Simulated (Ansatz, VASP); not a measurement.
## Si5Se: VASP beside Ansatz

```
CELL_PARAMETERS angstrom
8.25303 0.00000 0.00000
-4.12651 7.14733 0.00000
0.00000 0.00000 2.46955
ATOMIC_POSITIONS crystal
Si 0.50000 0.00000 0.50000
Si 0.00000 0.50000 0.50000
Si 0.50000 0.50000 0.50000
Si 0.33333 0.66667 0.50000
Si 0.66667 0.33333 0.50000
Se 0.00000 0.00000 0.00000
```

Alike in both runs: functional PBE; k mesh 6 × 6 × 6; occupations gaussian, width 0.1 eV; no spin polarisation.

Ansatz relaxed the structure, and its values are those at the end. VASP's run is a single point on that final structure, the one shown.

|  | VASP | Ansatz |
| --- | --- | --- |
| version | VASP 6.6.1 | Ansatz 0.2.0 |
| potentials or method | VASP PAW PBE potentials, release 64 (Si, Se) | scalar-relativistic, plane waves, PAW |
| plane-wave cutoff (eV) | 520 | 420 |
| valence electrons in the cell | 26 | 36 |

|  | VASP | Ansatz | Ansatz less VASP |
| --- | --- | --- | --- |
| gap on the k mesh at the Fermi level (eV) | none | none | - |
| pressure (GPa) | 0.0 | 0.0 | +0.03 |

A gap of «none» marks a metal or a gap that the smearing closes. The two sets of potentials don't hold the same shells in valence.

Caveats: the k mesh is coarse (spacing up to 0.42 Å⁻¹), so the values aren't converged.
